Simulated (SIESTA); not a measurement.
# CoO under changes of volume

One of the cells (11.575 Å³/atom); the others are scaled copies at fixed shape and fractional positions:

```xyz
4
Lattice="3.1976 0.0000 0.0000 -1.5988 2.7692 0.0000 0.0000 0.0000 5.2287" Properties=species:S:1:pos:R:3 pbc="T T T"
Co    0.0000    1.8462    2.6319
Co    0.0000    0.0000    0.0182
O     0.0000    1.8462    4.5571
O     0.0000    0.0000    1.9430
```

Measurements of this composition are mostly on another form, of space group No. 225.

| Quantity | Value |
| --- | --- |
| Program | SIESTA 5.4.2 |
| Functional | LDA |
| Potentials or basis | PseudoDojo 0.4 standard (LDA files) |
| Basis | DZP (energy shift 0.003 Ry; two zetas on semicore shells) |
| Grid cutoff | 800 Ry |
| Energy shift | 0.003 Ry |
| k mesh | 8 × 8 × 4 |
| Occupations | fermi-dirac, width 0.05 eV |
| Spin | collinear spin, ferromagnetic start |
| Starting moments | [2.0, 2.0, 0.0, 0.0] μB |

| volume (Å³/atom) | energy over the lowest point (meV/atom) | pressure (GPa) | moment (μB per cell) | largest force (eV/Å) |
| --- | --- | --- | --- | --- |
| 10.881 | 0.00 | -11.5 | 4.14 | 0.211 |
| 11.112 | ? | ? | ? | ? |
| 11.344 | 32.45 | -12.4 | 5.27 | 0.303 |
| 11.575 | 51.65 | -14.0 | 5.50 | 0.273 |
| 11.807 | 73.08 | -15.7 | 5.65 | 0.254 |
| 12.038 | 97.12 | -17.4 | 5.75 | 0.234 |
| 12.270 | 123.51 | -19.0 | 5.84 | 0.212 |

Question: What does the run at 11.112 Å³/atom give?

Answer: Energy over the lowest point 15.54 meV/atom; pressure -10.7 GPa; moment 5.00 μB per cell; largest force 0.321 eV/Å.

Worked out: A Birch-Murnaghan fit of order 3 (a polynomial in V^(-2/3)) to the other rows has no minimum within the range. It gives 15.28 meV/atom at 11.112 Å³/atom, against the run's 15.54, and -dE/dV = -11.2 GPa, against -10.7. A parabola through the other rows of the moment, of slope 2.16 μB per Å³/atom there, gives 4.73 μB, against the run's 5.00. The fit is too stiff a form for this range.

Energies are extrapolated to zero smearing.

Caveats: short orbitals over semicore shells can move pressures by several GPa; the basis of atomic orbitals isn't converged, which shifts pressures, moduli and gaps.
